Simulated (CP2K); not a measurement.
Sb:

```
CELL_PARAMETERS angstrom
3.24126 0.00000 0.00000
-1.08042 3.05589 0.00000
-1.08042 -1.52794 2.64648
ATOMIC_POSITIONS crystal
Sb 0.00000 0.00000 0.00000
```

This isn't the form of Sb at room conditions, which is rhombohedral.

Base run:

- Program: CP2K 2026.2
- Functional: PBEsol
- Potentials or basis: POTENTIAL_UZH Sb GTH-PBE-q5; TZVP-MOLOPT-PBE-GTH basis
- Density cutoff: 6123 eV
- k mesh: 10 × 10 × 10
- Occupations: gaussian, width 0.02 eV
- Spin: no spin polarisation

Its results: band gap on the k mesh none (metal or under the smearing width); pressure 3.4 GPa.

**Question.** The run is repeated on the same cell with these changes: functional from PBEsol to PBE; occupations from gaussian, width 0.02 eV to gaussian, width 0.1 eV. What comes out?

**Answer.** Band gap on the k mesh none (metal or under the smearing width); pressure 4.8 GPa.

Caveats: the basis of atomic orbitals isn't converged, which shifts pressures, moduli and gaps; the potentials were made for another functional, which shifts forces and pressure (some runs).
